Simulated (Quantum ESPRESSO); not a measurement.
The system is Ge.

```xyz
2
Lattice="0.0000 2.8289 2.8289 2.8289 0.0000 2.8289 2.8289 2.8289 0.0000" Properties=species:S:1:pos:R:3 pbc="T T T"
Ge    4.2434    4.2434    4.2434
Ge    2.8289    2.8289    2.8289
```

Base run:

- Program: Quantum ESPRESSO 7.5
- Functional: PW86PBE
- Potentials or basis: PseudoDojo 0.4.1 SR PBE standard
- Cutoff: 1061 eV
- Density cutoff: 4245 eV
- k mesh: 8 × 8 × 8
- Occupations: fermi-dirac, width 0.05 eV
- Spin: no spin polarisation

Its results: band gap on the k mesh none (metal or under the smearing width); pressure 5.9 GPa.

Question: The run is repeated on the same cell with these changes: functional from PW86PBE to PBE. What comes out?

Answer: Band gap on the k mesh none (metal or under the smearing width); pressure 3.7 GPa.

Caveats: this crystal is a semiconductor, whose small gap the functional closes, so the metal is an error of the method; the potentials were made for another functional, which shifts forces and pressure (some runs).

Not every run made on this cell is shown here.
